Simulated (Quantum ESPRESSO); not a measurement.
Write the native input for Quantum ESPRESSO 7.5 that does the following.

```
Task                       : relaxation of the atoms
Functional                 : RPBE
Potentials or basis        : SG15 PBE 1.2
Cutoff                     : 952 eV
Density cutoff             : 3810 eV
k mesh                     : 4 × 4 × 1
Occupations                : fermi-dirac, width 0.1 eV
Spin                       : no spin polarisation
Boundary across the vacuum : none
Fixed atoms                : 1 × 2 × 3
Most ionic steps           : 40
Forc conv thr              : 0.001 Ry/bohr
Etot conv thr              : 0.0001 Ry
Upscale                    : 10
Ion dynamics               : bfgs
Mixing mode                : local-TF
Mixing beta                : 0.3
Most SCF iterations        : 150
SCF threshold              : 1.2e-07 Ry
```

The system is Ti, a slab with vacuum.

```xyz
6
Lattice="2.8709 0.0000 0.0000 0.0000 2.8709 0.0000 0.0000 0.0000 25.1500" Properties=species:S:1:pos:R:3 pbc="T T T"
Ti    1.4354    1.4354    7.5000
Ti    0.0000    0.0000    9.5300
Ti    1.4354    1.4354   11.5600
Ti    0.0000    0.0000   13.5900
Ti    1.4354    1.4354   15.6200
Ti    0.0000    0.0000   17.6500
```

The slab is cut from a database's or a generator's crystal, which needn't be the stable form of the element.

One way to write it, as run:

pw.in

```
&CONTROL
  calculation = 'relax'
  prefix = 'pwscf'
  outdir = './tmp'
  pseudo_dir = './pseudo'
  tprnfor = .true.
  disk_io = 'low'
  nstep = 40
  forc_conv_thr = 0.001
  etot_conv_thr = 0.0001
  max_seconds = 2720
/
&SYSTEM
  ibrav = 0
  celldm(1) = 8
  nat = 6
  ntyp = 2
  ecutwfc = 70
  nbnd = 48
  input_dft = 'rpbe'
  occupations = 'smearing'
  smearing = 'fd'
  degauss = 0.00734986
/
&ELECTRONS
  conv_thr = 1.2d-07
  electron_maxstep = 150
  mixing_beta = 0.3
  mixing_mode = 'local-TF'
/
&IONS
  upscale = 10
  ion_dynamics = 'bfgs'
/
ATOMIC_SPECIES
Ti    47.8670 Ti_ONCV_PBE-1.2.upf
Ti9   47.8670 Ti_ONCV_PBE-1.2.upf
CELL_PARAMETERS alat
  0.6781408648339  -0.0000000000000   0.0000000000000
 -0.0000000000000   0.6781408648339   0.0000000000000
  0.0000000000000   0.0000000000000   5.9408265042923
ATOMIC_POSITIONS crystal
Ti9    0.5000000000    0.5000000000    0.2982107356  0 0 0
Ti9    0.0000000000    0.0000000000    0.3789264414  0 0 0
Ti9    0.5000000000    0.5000000000    0.4596421471  0 0 0
Ti     0.0000000000    0.0000000000    0.5403578529
Ti     0.5000000000    0.5000000000    0.6210735586
Ti     0.0000000000    0.0000000000    0.7017892644
K_POINTS automatic
4 4 1 0 0 0
```

pp_density.in

```
&INPUTPP
  prefix = 'pwscf'
  outdir = './tmp'
  filplot = 'density.dat'
  plot_num = 0
/
&PLOT
  nfile = 1
  filepp(1) = 'density.dat'
  iflag = 3
  output_format = 6
  fileout = 'density.cube'
/
```

pp_potential.in

```
&INPUTPP
  prefix = 'pwscf'
  outdir = './tmp'
  filplot = 'potential.dat'
  plot_num = 11
/
&PLOT
  nfile = 1
  filepp(1) = 'potential.dat'
  iflag = 3
  output_format = 6
  fileout = 'potential.cube'
/
```

pp_elf.in

```
&INPUTPP
  prefix = 'pwscf'
  outdir = './tmp'
  filplot = 'elf.dat'
  plot_num = 8
/
&PLOT
  nfile = 1
  filepp(1) = 'elf.dat'
  iflag = 3
  output_format = 6
  fileout = 'elf.cube'
/
```

Potentials or basis: SG15 PBE 1.2.

Launch:

```console
$ OMP_NUM_THREADS=1 mpirun -n 2 pw.x -in pw.in > pw.out
$ OMP_NUM_THREADS=1 mpirun -n 1 pp.x -in pp_density.in > pp_density.out
$ OMP_NUM_THREADS=1 mpirun -n 1 pp.x -in pp_potential.in > pp_potential.out
$ OMP_NUM_THREADS=1 mpirun -n 1 pp.x -in pp_elf.in > pp_elf.out
```

Results of the run:

```yaml
Energy_gained_by_relaxing: 9.2 meV/atom
Ionic_steps: 18
Band_gap_on_the_k_mesh: none (metal or under the smearing width)
Work_function_of_the_upper_face: 4.03 eV
Work_function_of_the_lower_face: 4.02 eV
```

Caveat: the k mesh is coarse (spacing up to 0.55 Å⁻¹), so the values aren't converged.

Run time: 13 min on 2 MPI ranks on Arm Neoverse V1 (shared host), peak memory 0.3 GiB a rank.
